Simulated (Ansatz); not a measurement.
Wanted: the native input for an Ansatz 0.2.0 run.

```yaml
Task: single point
Functional: PBE
Potentials_or_basis: Ansatz PAW
Cutoff: 300 eV
Density_cutoff: 1200 eV
k_mesh: 11 × 11 × 11
Occupations: fermi-dirac, width 0.05 eV
Spin: no spin polarisation
```

CuO:

```
CELL_PARAMETERS angstrom
0.00000 2.11656 2.11656
2.11656 0.00000 2.11656
2.11656 2.11656 0.00000
ATOMIC_POSITIONS crystal
Cu 0.02950 0.02810 0.90803
O 0.47050 0.47190 0.59197
```

The cell comes from a database or a generator and needn't be the stable form of this composition.

One way to write it, as run:

input.yaml

```yaml
crystal:
  lattice:
    - [0.0, 2.11656, 2.11656]
    - [2.11656, 0.0, 2.11656]
    - [2.11656, 2.11656, 0.0]
  atoms:
    - { symbol: Cu, position: [0.02949772, 0.02810087, 0.90802599] }
    - { symbol: O, position: [0.47050228, 0.47189913, 0.59197401] }
hamiltonian:
  xc: pbe
  pseudopotentials: { kind: paw }
kpoints:
  mp_grid: { grid: [11, 11, 11] }
scf:
  occupations: { method: fermi_dirac, width: 0.05 }
basis:
  ecutwfc: "300 eV"
output:
  forces: true
  stress: true
  eigenvalues: true
```

Potentials or basis: Ansatz PAW.

Command:

```console
$ ansatz run input.yaml --threads 2 --pin off --max-ram 5632MiB --backend cpu --events-out ev --progress --plain --runs-dir out
```

Results of the run:

```yaml
Pressure: 17.8 GPa
Largest_force: 0.841 eV/Å
Band_gap_on_the_k_mesh: none (metal or under the smearing width)
```

Caveat: so large a pressure means that the cell lies far from this level's equilibrium, or that cutoff or potentials fall short; the pressure holds a Pulay correction of +44.0 GPa for the finite cutoff; an odd number of electrons without spin polarisation forces a metal; a magnetic or distorted state may lie lower; the run has no spin polarisation, though such a crystal can be magnetic; semilocal functionals often make such compounds metallic where correlation or magnetic order opens a gap, which also shifts bond lengths; the cutoff lies under the one recommended for these potentials.

It took 6.6 s on 2 threads of Arm Neoverse V1 (shared host), peak memory 0.44 GiB.
